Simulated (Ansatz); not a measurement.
A single-point calculation of CdS, 4H polytype with Ansatz 0.2.0, at the level PBE0. Cell and atoms come from a relaxation with r2SCAN.

Input file:
```yaml
crystal:
  lattice:
    - [4.1605990978, 0.0, 0.0]
    - [-2.0802995489, 3.6031845137, 0.0]
    - [0.0, 0.0, 13.5541938558]
  atoms:
    - { symbol: Cd, position: [0.0, 0.0, -0.0003495461] }
    - { symbol: Cd, position: [0.3333333333, 0.6666666667, 0.2498897446] }
    - { symbol: Cd, position: [0.0, 0.0, 0.4996504539] }
    - { symbol: Cd, position: [0.6666666667, 0.3333333333, 0.7498897446] }
    - { symbol: S, position: [0.0, 0.0, 0.1876440828] }
    - { symbol: S, position: [0.3333333333, 0.6666666667, 0.4378157188] }
    - { symbol: S, position: [0.0, 0.0, 0.6876440828] }
    - { symbol: S, position: [0.6666666667, 0.3333333333, 0.9378157188] }
kpoints:
  mp_grid: { grid: [6, 6, 2] }
  band_path:
    path:
      - [0.0, 0.0, 0.0]
      - [0.5, 0.0, 0.0]
      - [0.3333333333, 0.3333333333, 0.0]
      - [0.0, 0.0, 0.5]
      - [0.5, 0.0, 0.5]
      - [0.3333333333, 0.3333333333, 0.5]
    npoints: 1
hamiltonian:
  xc: pbe0
scf:
  occupations: { method: fixed }
  n_extra_bands: 6
output:
  forces: true
  stress: true
  eigenvalues: true
```

Run as `ansatz run input.yaml --threads 4 --pin off --max-ram 7372MiB --backend cpu --events-out ev --progress --plain --runs-dir out`.

Task: What wall time did it need on 4 threads of AMD EPYC 7R43 64-Core Processor (Zen 3), with other jobs on the host, and what peak of host memory did it reach?

Result: About 5.3 min, with a peak of 3.9 GiB.

Main lines of the log:
```
scf.n_extra_bands = 6 over 52 filled bands (N_el = 104.0): the run solves 58 bands
Pseudopotential: Cd, paw, valence charge 20, recommended cutoff 420 eV (normal)
Pseudopotential: S, paw, valence charge 6, recommended cutoff 420 eV (normal)
Functional definition: PBE0
Crystal: 8 atoms, lattice volume = 203.196 Å³
Basis set: ecut = 420 eV, 3903 PW (Γ)
Symmetry: 12 space group operations
Space group: P63mc (ITA 186)
k-points: 14 of 72
[warm-up without exact exchange]
SCF 1 stopped early in 3 iterations: F = -36631.285194 eV  dr2 = 2.93e-5
[exact exchange on]
SCF 2 stopped early in 6 iterations: F = -36646.945585 eV  dr2 = 9.43e-6
hybrid outer 1: dexx = +5.092e-2 eV, tail = 1.38e-4 eV
SCF 3 converged in 6 iterations: F = -36646.945816 eV  dr2 = 1.01e-9
hybrid outer 2: dexx = +2.490e-6 eV, tail = 1.29e-7 eV, Δε = 4.06e-3 eV, ΔF = 2.48e-3 eV/Å
SCF 4 converged in 2 iterations: F = -36646.945817 eV  dr2 = 5.13e-10
hybrid outer 3: dexx = +2.165e-9 eV, tail = 1.19e-9 eV, Δε = 1.89e-4 eV, ΔF = 1.50e-4 eV/Å
NSCF: frozen V_eff on 6 k-points
hybrid SCF converged: 3 outer / 14 inner (+3 warm-up)
Free energy (F): -36646.945817 eV
Fermi energy:    5.575484 eV
--- Per-component energies (eV) ---
  E_band       = -2352.656343
  E_kinetic    = 2449.241536
  E_local      = -16212.940376
  E_nonlocal   = 251.182218
  E_hartree    = 7448.324731
  E_xc         = -842.648906
  E_vxc        = -951.910798
  E_exx        = -441.726355
  E_paw        = -18565.224716
  E_vpaw       = -1901.427384
  E_ewald      = -10730.361558
  E_core_change = -2.792454
--- Forces (eV/Å), atoms counted from 1 ---
  atom   1  Cd      0.00000      0.00000    -0.00277
  atom   2  Cd      0.00000      0.00000      0.00060
  atom   3  Cd      0.00000      0.00000    -0.00277
  atom   4  Cd      0.00000      0.00000      0.00060
  atom   5  S       0.00000      0.00000      0.00211
  atom   6  S       0.00000      0.00000      0.00008
  atom   7  S       0.00000      0.00000      0.00211
  atom   8  S       0.00000      0.00000      0.00008
--- Stress (GPa, compression-positive) ---
        0.069640       0.000000       0.000000
        0.000000       0.069640       0.000000
        0.000000       0.000000       0.072617
  P = ⅓ Tr σ = 0.0706 GPa (0.706 kbar)
```

Levels at the listed points, from bands.tsv (eV from the Fermi energy, bands near the gap, counted from 0):
```tsv
# k_distance	band_47	band_48	band_49	band_50	band_51	band_52	band_53	band_54	band_55
# fermi_ev = 5.575484
# [0, 0, 0] at k_distance = 0.000000
# [0.5, 0, 0] at k_distance = 0.871893
# [0.3333333333, 0.3333333333, 0] at k_distance = 1.375281
# [0, 0, 0.5] at k_distance = 2.408393
# [0.5, 0, 0.5] at k_distance = 3.280286
# [0.3333333333, 0.3333333333, 0.5] at k_distance = 3.783674
# levels_relative_to = fermi_ev
0.000	-0.413	-0.413	-0.015	0.000	0.000	2.786	4.437	4.618	4.649
0.872	-1.413	-1.410	-1.375	-0.955	-0.792	4.862	5.057	5.681	6.005
1.375	-2.101	-1.955	-1.505	-1.505	-1.181	6.214	6.596	6.596	6.893
2.408	-0.686	-0.127	-0.127	-0.127	-0.127	3.625	3.625	4.685	4.685
3.280	-1.808	-1.265	-1.265	-0.983	-0.983	5.286	5.286	5.616	5.616
3.784	-2.315	-1.554	-1.554	-1.392	-1.392	6.238	6.238	6.668	6.668
```
In order the rows are Γ, M, K, A, L, H.

With PBE0 the gap is 2.79 eV and direct, at Γ. The mean stress, +0.1 GPa, is small, and the program warns that its thresholds are loose for a hybrid's stress.

No spin polarisation and no zero-point or thermal motion; the cell was built from a prototype and may be hypothetical.

Spin-orbit coupling is left out.

The meshes of the hybrids are coarse, so their gaps aren't converged to the digits shown.
